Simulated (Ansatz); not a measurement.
Runs of Ansatz 0.2.0 on Pb. Symmetry: C2/m, No. 12, monoclinic system. Conventional cell: a = 6.077 Å, b = 3.501 Å, c = 6.452 Å, α = 90.00°, β = 109.14°, γ = 90.00°. Pb (site symmetry m) has 10 Pb at 3.34 to 3.51 Å as nearest neighbours. This isn't the form of Pb at room conditions, which is fcc.

| level | gap on the mesh (eV) | pressure (GPa) | relaxed volume (Å³/atom) |
| --- | --- | --- | --- |
| PBEsol+D3(BJ) | none | 0.0 | (a) |
| PBEsol+D3(BJ)-ATM | none | 0.0 | 28.70 |
| PBEsol | none | 0.0 | 30.05 |
| PBEsol+D4 | none | 0.0 | 29.23 |

Alike in all rows: task relaxation of cell and atoms; potentials or basis Ansatz PAW; no spin polarisation; cell relaxed; k mesh 9 × 9 × 5; cutoff (eV) 420; smearing fermi-dirac 0.05 eV.

Q: Estimate the missing entries.

A: (a) 28.56.

Caveats: the plane-wave basis is chosen anew once the cell has moved, so the energies of steps on either side of that aren't comparable; the PAW data sets come from PBE, with cores solved anew for the run's functional, which leaves a small shift of forces and pressure; pairwise dispersion overbinds metals, which lowers pressure and volume (some runs).

A k mesh can miss the band edges, and the runs leave out spin-orbit coupling on Pb.

A gap of «none» marks a metal or a gap under the smearing width.
